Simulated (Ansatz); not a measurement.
# CuO: the cost of one run

Computed with Ansatz 0.2.0 (DFT PBE without U, plane waves, PAW, unless a step's input says otherwise).

## 1. The structure to begin with

It takes space group C2/c (No. 15, monoclinic). Conventional cell: a = 4.684 Å, b = 3.423 Å, c = 5.129 Å, α = 90.00°, β = 99.54°, γ = 90.00°. Around Cu (site symmetry -1) lie 4 O at 1.95 to 1.96 Å. O (site symmetry 2) is surrounded by 4 Cu at 1.95 to 1.96 Å.

As a file:

```
CELL_PARAMETERS angstrom
4.68370 0.00000 0.00000
4.68370 3.42260 0.00000
-0.85003 0.00000 5.05787
ATOMIC_POSITIONS crystal
Cu 0.00000 0.25000 0.00000
Cu 0.50000 0.75000 0.50000
O 0.58160 0.91840 0.25000
O 0.41840 0.08160 0.75000
Cu 0.00000 0.75000 0.00000
Cu 0.50000 0.25000 0.50000
O 0.58160 0.41840 0.25000
O 0.41840 0.58160 0.75000
```

An earlier series on this cell reached its lowest free state from «ferromagnetic start, free, symmetry kept, no search», perhaps among other starts (it ended without moments).

## 2. Antiferromagnetic site moments held at first, then free

input.yaml

```yaml
crystal:
  lattice:
    - [4.68369924, 0.0, 0.0]
    - [4.68369924, 3.42259944, 0.0]
    - [-0.85002986, 0.0, 5.05786919]
  atoms:
    - { symbol: Cu, position: [0.0, 0.25, 0.0], spin: 1.0 }
    - { symbol: Cu, position: [0.5, 0.75, 0.5], spin: -1.0 }
    - { symbol: O, position: [0.5816, 0.9184, 0.25] }
    - { symbol: O, position: [0.4184, 0.0816, 0.75] }
    - { symbol: Cu, position: [0.0, 0.75, 0.0], spin: 1.0 }
    - { symbol: Cu, position: [0.5, 0.25, 0.5], spin: -1.0 }
    - { symbol: O, position: [0.5816, 0.4184, 0.25] }
    - { symbol: O, position: [0.4184, 0.5816, 0.75] }
basis:
  ecutwfc: 420
  ecutrho_ratio: 4
kpoints:
  mp_grid: { grid: [7, 7, 4] }
hamiltonian:
  xc: pbe
scf:
  occupations: { method: gaussian, width: 0.05 }
  lower_state_search: "off"
  max_iter: 150
output:
  forces: true
  stress: true
  eigenvalues: true
  populations: true
  hubbard:
    sites:
      - { site: 0, l: d }
      - { site: 1, l: d }
      - { site: 4, l: d }
      - { site: 5, l: d }
magnetization:
  spin_polarized: true
  spin_locking: { lock_spins: true, n_iters: 12 }
```

The lock is temporary (n_iters 12) and is released on the way.

Started as:

```console
$ ansatz run input.yaml --threads 4 --pin off --max-ram 6144MiB --backend cpu --events-out ev --progress --plain --runs-dir out
```

What time and memory should one allow on 4 threads of Intel Xeon Platinum 8488C (Sapphire Rapids), shared host?

About 41 s, with a peak of 0.98 GiB.
